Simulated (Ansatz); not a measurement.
# TiCo in Ansatz: convergence with k mesh

TiCo:

```
CELL_PARAMETERS angstrom
2.98611 0.00000 0.00000
0.00000 2.98611 0.00000
0.00000 0.00000 2.98611
ATOMIC_POSITIONS crystal
Co 0.50552 0.50227 0.49660
Ti 0.00479 0.99145 0.99640
```

The cell comes from a database or a generator and needn't be the stable form of this composition.

The cell isn't the ideal one: atoms moved at random, drawn with an rms of 0.05 Å.

```yaml
Program: Ansatz 0.2.0
Task: convergence study
Functional: PBE
Potentials_or_basis: Ansatz PAW
Cutoff: "420 eV (not typed: the program's choice for these potentials)"
k_mesh: 3 × 3 × 3
Occupations: methfessel-paxton, width 0.05 eV
Spin: collinear spin, ferromagnetic start
Starting_moments: "[2.0, 1.0] μB"
```

These are the settings of the first run; the series varies k mesh, with any setting tied to it.

Hardware: 2 threads of Arm Neoverse V1 (shared host).

```
      k mesh  energy less the tightest run, at zero smearing (meV/atom)  pressure (GPa)  largest force (eV/Å)  absolute moment (μB)  SCF cycles  CPU time (s)  peak memory (GiB)
   3 × 3 × 3                                                     -33.67           -3.75                 0.120                  0.74          20           5.5                0.3
   4 × 4 × 4                                                     -23.48           -0.59                 0.172                  1.13          24            10               0.33
   5 × 5 × 5                                                      -5.21            0.31                 0.146                  1.15          15            13               0.37
   7 × 7 × 7                                                      -8.12           -0.34                 0.171                  1.12          14            32               0.48
   8 × 8 × 8                                                       3.40            0.69                 0.156                  1.17          16            55               0.56
10 × 10 × 10                                                      -2.69           -0.09                 0.166                  1.13          16           100               0.79
12 × 12 × 12                                                       1.50           -0.07                 0.162                  1.10          16           160                1.1
15 × 15 × 15                                                       0.00           -0.19                 0.165                  1.10          17           350                1.9
```

Against the tightest run, the largest force stays within 0.005 eV/Å from 10 × 10 × 10 on; the absolute moment stays within 0.02 μB from 12 × 12 × 12 on. Not settled before the last step: the energy (to 1 meV/atom), the pressure (to 0.1 GPa). Meshes of other sizes hit other points, so gaps and Fermi surfaces needn't settle smoothly. The tightest run that finished is the yardstick and may itself not be fully converged.
